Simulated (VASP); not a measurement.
# Al (Fm-3m) in VASP: a series of runs

The runs below take Al through relaxation of cell and atoms, single point, with PBE.

All numbers are computed with VASP 6.6.1; they aren't measurements. Logs are shortened: lines on timing, memory, paths and dates and some standing lists are left out, and cuts for length are marked.

### Step 1. Starting point

The structure is cubic, space group Fm-3m (No. 225). Conventional cell: a = 4.050 Å, b = 4.050 Å, c = 4.050 Å, α = 90.00°, β = 90.00°, γ = 90.00°. Al (site symmetry m-3m) has 12 Al at 2.86 Å as nearest neighbours.

### Step 2. Relaxation of cell and atoms, PBE

INCAR reads:

```
SYSTEM = Al
PREC = Accurate
ENCUT = 520
EDIFF = 1E-7
ISMEAR = 0
SIGMA = 0.1
LREAL = .FALSE.
LASPH = .TRUE.
NELM = 80
ALGO = Normal
ISIF = 3
LWAVE = .FALSE.
LCHARG = .FALSE.
GGA = PE
IBRION = 2
NSW = 80
EDIFFG = -0.002
```

KPOINTS reads:

```
Automatic mesh
0
G
  10 10 10
  0 0 0
```

POSCAR reads:

```
Al
1.0
    0.0000000000      2.0248050000      2.0248050000
    2.0248050000      0.0000000000      2.0248050000
    2.0248050000      2.0248050000      0.0000000000
Al
1
Direct
    0.0000000000      0.0000000000      0.0000000000
```

Potentials or basis: VASP PAW PBE potentials, release 64 (Al).

The run is started by

```
$ cat potpaw_PBE.64/Al/POTCAR > POTCAR
$ mpirun -np 1 vasp_std > vasp.out
```

OUTCAR:

```text
SYSTEM = Al
   PREC = Accurate
   ENCUT = 520
   EDIFF = 1E-7
   ISMEAR = 0
   LREAL = .FALSE.
   LASPH = .TRUE.
   NELM = 80
   ISIF = 3
   GGA = PE
   IBRION = 2
   NSW = 80
   EDIFFG = -0.002

 ion  position               nearest neighbor table
   1  0.000  0.000  0.000-

  LATTYP: Found a face centered cubic cell.
 ALAT       =     4.0496100000

  Lattice vectors:

 A1 = (   0.0000000000,   2.0248050000,   2.0248050000)
 A2 = (   2.0248050000,   0.0000000000,   2.0248050000)
 A3 = (   2.0248050000,   2.0248050000,   0.0000000000)

Analysis of symmetry for initial positions (statically):
=====================================================================
 Subroutine PRICEL returns:
 Original cell was already a primitive cell.

 Routine SETGRP: Setting up the symmetry group for a
 face centered cubic supercell.

 Subroutine GETGRP returns: Found 48 space group operations
 (whereof 48 operations were pure point group operations)
 out of a pool of 48 trial point group operations.

The static configuration has the point symmetry O_h .

Analysis of symmetry for dynamics (positions and initial velocities):
=====================================================================
 Subroutine PRICEL returns:
 Original cell was already a primitive cell.

 Routine SETGRP: Setting up the symmetry group for a
 face centered cubic supercell.

 Subroutine GETGRP returns: Found 48 space group operations
 (whereof 48 operations were pure point group operations)
 out of a pool of 48 trial point group operations.

The dynamic configuration has the point symmetry O_h .

 Subroutine INISYM returns: Found 48 space group operations
 (whereof 48 operations are pure point group operations),
 and found     1 'primitive' translations

----------------------------------------------------------------------------------------

                                     Primitive cell

  volume of cell :      16.6027

  direct lattice vectors                    reciprocal lattice vectors
     0.000000000  2.024805000  2.024805000    -0.246937359  0.246937359  0.246937359
     2.024805000  0.000000000  2.024805000     0.246937359 -0.246937359  0.246937359
     2.024805000  2.024805000  0.000000000     0.246937359  0.246937359 -0.246937359

  length of vectors
     2.863506692  2.863506692  2.863506692     0.427708053  0.427708053  0.427708053

  position of ions in fractional coordinates (direct lattice)
     0.000000000  0.000000000  0.000000000

  ion indices of the primitive-cell ions
   primitive index   ion index
                 1           1

----------------------------------------------------------------------------------------

 KPOINTS: Automatic mesh

Automatic generation of k-mesh.
 Grid dimensions read from file:
 generate k-points for:   10   10   10

 Generating k-lattice:

  Cartesian coordinates                     Fractional coordinates (reciprocal lattice)
    -0.024693736  0.024693736  0.024693736     0.100000000  0.000000000  0.000000000
     0.024693736 -0.024693736  0.024693736     0.000000000  0.100000000  0.000000000
     0.024693736  0.024693736 -0.024693736     0.000000000  0.000000000  0.100000000

  Length of vectors
     0.042770805  0.042770805  0.042770805

  Shift w.r.t. Gamma in fractional coordinates (k-lattice)
     0.000000000  0.000000000  0.000000000

 Subroutine IBZKPT returns following result:
 ===========================================

 Found     47 irreducible k-points:

 Following reciprocal coordinates:
            Coordinates               Weight
  0.000000  0.000000  0.000000      1.000000
[... 43 lines left out ...]
   LREAL  =      F    real-space projection
   EDIFFG = -.2E-02   stopping-criterion for IOM
   NSW    =     80    number of steps for IOM
   IBRION =      2    ionic relax: 0-MD 1-quasi-New 2-CG
   NFREE  =      1    steps in history (QN), initial steepest desc. (CG)
   ISIF   =      3    stress and relaxation
   ISYM   =      2    0-nonsym 1-usesym 2-fastsym
   POTIM  = 0.5000    time-step for ionic-motion
   TEBEG  =    0.0;   TEEND  =   0.0 temperature during run
   PSTRESS=    0.0 pullay stress
   NELECT =       3.0000    total number of electrons
   NUPDOWN=      -1.0000    fix difference up-down
   EMIN   =  10.00;   EMAX   =-10.00  energy-range for DOS
   EFERMI =   0.00;   METHOD = LEGACY
   ISMEAR =     0;   SIGMA  =   0.10  broadening in eV -4-tet -1-fermi 0-gaus
   EFERMI_NEDOS =   21; number of points for ismear=-14 and -15
   IALGO  =     38    algorithm
   IMIX   =      4    mixing-type and parameters
     AMIX     =   0.40;   BMIX     =  1.00
     AMIX_MAG =   1.60;   BMIX_MAG =  1.00
  volume/ion in A,a.u.               =      16.60       112.04
  Fermi-wavevector in a.u.,A,eV,Ry     =   0.925526  1.748991 11.654733  0.856599
  Thomas-Fermi vector in A             =   2.051390
   LORBIT       =      0    0 simple, 1 ext, 2 COOP (PROOUT), +10 PAW based schemes
   GGA     = PE    functional components
   LHFCALC =     F    Hartree Fock is set to
   AEXX    =    0.0000 exact exchange contribution
   IVDW    =     0    specifies the selected vdW correction
   LEPSILON=     F    determine dielectric tensor
   LRPA    =     F    only Hartree local field effects (RPA)
 conjugate gradient relaxation of ions
 non-spin polarized calculation
 Gauss-broadening in eV      SIGMA  =   0.10
  energy-cutoff  :      520.00
  volume of cell :       16.60
 maximum number of plane-waves:       459
 NGX is ok and might be reduce to    24
   NGX = 11   NGY = 11   NGZ = 11

--------------------------------------- Ionic step        1  -------------------------------------------

 number of electron       3.0000000 magnetization

 Free energy of the ion-electron system (eV)
  ---------------------------------------------------
  ext. energy  EPLUGINS =         0.00000000
  ---------------------------------------------------
  free energy    TOTEN  =        -3.72765696 eV

  energy without entropy =       -3.72232330  energy(sigma->0) =       -3.72499013

------------------------ aborting loop because EDIFF is reached ----------------------------------------

  FORCE on cell =-STRESS in cart. coord.  units (eV):
  Direction    XX          YY          ZZ          XY          YZ          ZX
  --------------------------------------------------------------------------------------
  -------------------------------------------------------------------------------------
  Total       -0.0620233     -0.0620233     -0.0620233     -0.0000000     -0.0000000     -0.0000000
  in kB       -5.9852968     -5.9852968     -5.9852968     -0.0000000     -0.0000000     -0.0000000
  external PRESSURE =      -5.9852968 kB  Pullay stress =       0.0000000 kB

 VOLUME and BASIS-vectors are now :
 -----------------------------------------------------------------------------
  energy-cutoff  :      520.00
  volume of cell :       16.60
      direct lattice vectors                 reciprocal lattice vectors
     0.000000000  2.024805000  2.024805000    -0.246937359  0.246937359  0.246937359
     2.024805000  0.000000000  2.024805000     0.246937359 -0.246937359  0.246937359
     2.024805000  2.024805000  0.000000000     0.246937359  0.246937359 -0.246937359

 POSITION                                       TOTAL-FORCE (eV/Angst)
 -----------------------------------------------------------------------------------
      0.00000      0.00000      0.00000        -0.000000     -0.000000      0.000000
 -----------------------------------------------------------------------------------
    total drift:                               -0.000000      0.000000      0.000000

  FREE ENERGIE OF THE ION-ELECTRON SYSTEM (eV)
  ---------------------------------------------------
  free  energy   TOTEN  =        -3.7276569573 eV

  energy  without entropy=       -3.7223233029  energy(sigma->0) =       -3.72499013

--------------------------------------- Ionic step        2  -------------------------------------------

 number of electron       3.0000000 magnetization

 Free energy of the ion-electron system (eV)
  ---------------------------------------------------
  ext. energy  EPLUGINS =         0.00000000
  ---------------------------------------------------
  free energy    TOTEN  =        -3.72793129 eV

  energy without entropy =       -3.72280389  energy(sigma->0) =       -3.72536759

 E-fermi :   8.1615     XC(G=0): -10.2075

 val. band max:        8.1474727249   @ k =  -0.4000   0.4000   0.1000
 cond. band min:       8.2312108860   @ k =  -0.3000   0.4000   0.1000
 fundamental gap:      0.0837381611
 Fermi energy:         8.1615498789

 k-point     1 :       0.0000    0.0000    0.0000
  band No.  band energies     occupation
      1      -3.1254      2.00000
      2      20.6626      0.00000
      3      20.6626      0.00000
      4      20.6626      0.00000
      5      22.1748      0.00000
[... 177 lines left out ...]
 k-point    24 :       0.4000    0.3000    0.0000
  band No.  band energies     occupation
      1       1.4284      2.00000
      2      11.4746      0.00000
      3      11.9215      0.00000
      4      14.4847      0.00000
      5      15.7861      0.00000

 [... further k-points ...]

------------------------ aborting loop because EDIFF is reached ----------------------------------------

  FORCE on cell =-STRESS in cart. coord.  units (eV):
  Direction    XX          YY          ZZ          XY          YZ          ZX
  --------------------------------------------------------------------------------------
  -------------------------------------------------------------------------------------
  Total        0.0017927      0.0017927      0.0017927      0.0000000      0.0000000     -0.0000000
  in kB        0.1745558      0.1745558      0.1745558      0.0000000      0.0000000     -0.0000000
  external PRESSURE =       0.1745558 kB  Pullay stress =       0.0000000 kB

 VOLUME and BASIS-vectors are now :
 -----------------------------------------------------------------------------
  energy-cutoff  :      520.00
  volume of cell :       16.45
      direct lattice vectors                 reciprocal lattice vectors
    -0.000000000  2.018746444  2.018746444    -0.247678455  0.247678455  0.247678455
     2.018746444 -0.000000000  2.018746444     0.247678455 -0.247678455  0.247678455
     2.018746444  2.018746444 -0.000000000     0.247678455  0.247678455 -0.247678455

 POSITION                                       TOTAL-FORCE (eV/Angst)
 -----------------------------------------------------------------------------------
      4.03749      2.01875      2.01875         0.000000      0.000000      0.000000
 -----------------------------------------------------------------------------------
    total drift:                               -0.000000     -0.000000     -0.000000

  FREE ENERGIE OF THE ION-ELECTRON SYSTEM (eV)
  ---------------------------------------------------
  free  energy   TOTEN  =        -3.7279312905 eV

  energy  without entropy=       -3.7228038896  energy(sigma->0) =       -3.72536759

 reached required accuracy - stopping structural energy minimisation
```

Wall time 6.8 s (1 thread of Intel Xeon Platinum 8375C at 2.90GHz (Ice Lake), shared host); peak memory 0.13 GiB.

Results:

| Quantity | Value |
| --- | --- |
| Free energy | -3.7279 eV |
| Relaxed volume | 16.45 Å³/atom |
| Relaxed cell | a = 2.855 Å, b = 2.855 Å, c = 2.855 Å, α = 60.00°, β = 60.00°, γ = 60.00° |
| Space group after relaxing (to 0.05 Å) | Fm-3m (No. 225) |
| Energy gained by relaxing | 0.3 meV/atom |
| Ionic steps | 2 |
| Pressure after relaxing | 0.0 GPa |
| Band gap on the k mesh | none (metal or under the smearing width) |

Step by step:
| step | energy change (eV) | largest force (eV/Å) | pressure (GPa) | volume (Å³) |
| --- | --- | --- | --- | --- |
| 1 | 0.0000 | 0.0000 | -0.60 | 16.60 |
| 2 | -0.0003 | 0.0000 | 0.02 | 16.45 |

Final structure:
```
Al
1.0
     0.00000    2.01875    2.01875
     2.01875    0.00000    2.01875
     2.01875    2.01875    0.00000
Al
1
Direct
  0.00000 0.00000 0.00000
```

### Step 3. Relaxation of cell and atoms, PBE

This run uses another cell than the first one, of 16.45 Å³/atom, 0.991 times its volume.

INCAR is that of step 2.

KPOINTS is that of step 2.

POSCAR reads:

```
Al                                      
1.0
   -0.0000000000      2.0187464442      2.0187464442
    2.0187464442     -0.0000000000      2.0187464442
    2.0187464442      2.0187464442     -0.0000000000
  Al            
     1
Direct
     0.0000000000000000    1.0000000000000000    1.0000000000000000
```

Potentials or basis: VASP PAW PBE potentials, release 64 (Al).

The run is started by

```
$ cat potpaw_PBE.64/Al/POTCAR > POTCAR
$ mpirun -np 1 vasp_std > vasp.out
```

Wall time 5.2 s (1 thread of Intel Xeon Platinum 8375C at 2.90GHz (Ice Lake), shared host); peak memory 0.12 GiB.

The run converged. Its results:

| Quantity | Value |
| --- | --- |
| Free energy | -3.7279 eV |
| Pressure after relaxing | 0.0 GPa |
| Band gap on the k mesh | none (metal or under the smearing width) |

Final structure:
```
Al
1.0
     0.00000    2.01875    2.01875
     2.01875    0.00000    2.01875
     2.01875    2.01875    0.00000
Al
1
Cartesian
  0.0000 0.0000 0.0000
```

Levels at points of the mesh, in eV from the Fermi level:
| k point | band 1 | band 2 | band 3 | band 4 |
| --- | --- | --- | --- | --- |
| (0.00, 0.00, 0.00) | -11.29 | 12.50 | 12.50 | 12.50 |
| (0.50, 0.00, 0.00) | -4.74 | -4.52 | 11.30 | 11.30 |
| (0.50, 0.50, 0.00) | -3.06 | -1.73 | 5.12 | 5.47 |

Caveat: the relaxation stopped at its first step, so nothing moved.

### Step 4. Single point, PBE

This run uses another cell than the first one, of 16.45 Å³/atom, 0.991 times its volume.

INCAR reads:

```
SYSTEM = Al
PREC = Accurate
ENCUT = 520
EDIFF = 1E-7
ISMEAR = 0
SIGMA = 0.1
LREAL = .False.
LASPH = .True.
NELM = 80
ALGO = Normal
ISIF = 2
LWAVE = .False.
LCHARG = .False.
GGA = PE
```

KPOINTS reads:

```
regular mesh
0
Gamma
  10 10 10
  0 0 0
```

POSCAR reads:

```
Al                                      
1.0
    0.0000000000      2.0187464442      2.0187464442
    2.0187464442      0.0000000000      2.0187464442
    2.0187464442      2.0187464442      0.0000000000
  Al            
     1
Direct
     0.0000000000000000    0.0000000000000000    0.0000000000000000
```

The run is started by

```
$ cat potpaw_PBE.64/Al/POTCAR > POTCAR
$ mpirun -np 1 vasp_std > vasp.out
```

Wall time 5.3 s (1 thread of Intel Xeon Platinum 8375C at 2.90GHz (Ice Lake), shared host); peak memory 0.13 GiB.

The run converged. Its results:

```yaml
Free_energy: -3.7279 eV
Pressure: 0.0 GPa
Band_gap_on_the_k_mesh: none (metal or under the smearing width)
```

Levels at points of the mesh, in eV from the Fermi level:
| k point | band 1 | band 2 | band 3 | band 4 | band 5 |
| --- | --- | --- | --- | --- | --- |
| (0.00, 0.00, 0.00) | -11.29 | 12.50 | 12.50 | 12.50 | 14.01 |
| (0.50, 0.00, 0.00) | -4.74 | -4.52 | 11.30 | 11.30 | 11.34 |
| (0.50, 0.50, 0.00) | -3.06 | -1.73 | 5.12 | 5.47 | 5.47 |

(Continued in part 2 of 2.)
